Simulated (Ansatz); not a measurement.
Runs of Ansatz 0.2.0 on Zn. The typed cell holds 1 atom: a = 2.957 Å, b = 2.540 Å, c = 2.586 Å, α = 106.99°, β = 108.68°, γ = 110.68°. 

```tsv
task	level	cell	target pressure (GPa)	gap on the mesh (eV)	pressure (GPa)	relaxed volume (Å³/atom)
relaxation of cell and atoms	PBE+D4	relaxed from: cell sheared at random, sigma 0.06, atoms nudged by 0.01 Å	-	none	0.0	(a)
relaxation of cell and atoms	PBE	relaxed to 2 GPa from: cell sheared at random, sigma 0.06, atoms nudged by 0.01 Å	2	none	2.0	-
relaxation of cell and atoms	PBE+D3(BJ)-ATM	relaxed from: cell sheared at random, sigma 0.06, atoms nudged by 0.01 Å	-	none	0.0	14.85
single point	PBE	cell sheared at random, sigma 0.06, atoms nudged by 0.01 Å	-	none	2.2	-
relaxation of cell and atoms	PBE	relaxed from: cell sheared at random, sigma 0.06, atoms nudged by 0.01 Å	-	none	0.0	15.62
relaxation of cell and atoms	PBE	relaxed from: cell sheared at random, sigma 0.06, atoms nudged by 0.01 Å	0	none	0.0	15.62
relaxation of cell and atoms	PBE+D3(BJ)	relaxed from: cell sheared at random, sigma 0.06, atoms nudged by 0.01 Å	-	none	0.0	14.68
relaxation of cell and atoms	PBE	relaxed to 5 GPa from: cell sheared at random, sigma 0.06, atoms nudged by 0.01 Å	5	none	5.0	-
```

Alike in all rows: potentials or basis Ansatz PAW; no spin polarisation; k mesh 11 × 12 × 12; cutoff (eV) 420; smearing fermi-dirac 0.05 eV.

Task: Estimate the missing entries.

Result: (a) 14.92.

Caveats: the plane-wave basis is chosen anew once the cell has moved, so the energies of steps on either side of that aren't comparable (some runs); pairwise dispersion overbinds metals, which lowers pressure and volume (some runs).

A gap of «none» marks a metal or a gap under the smearing width.
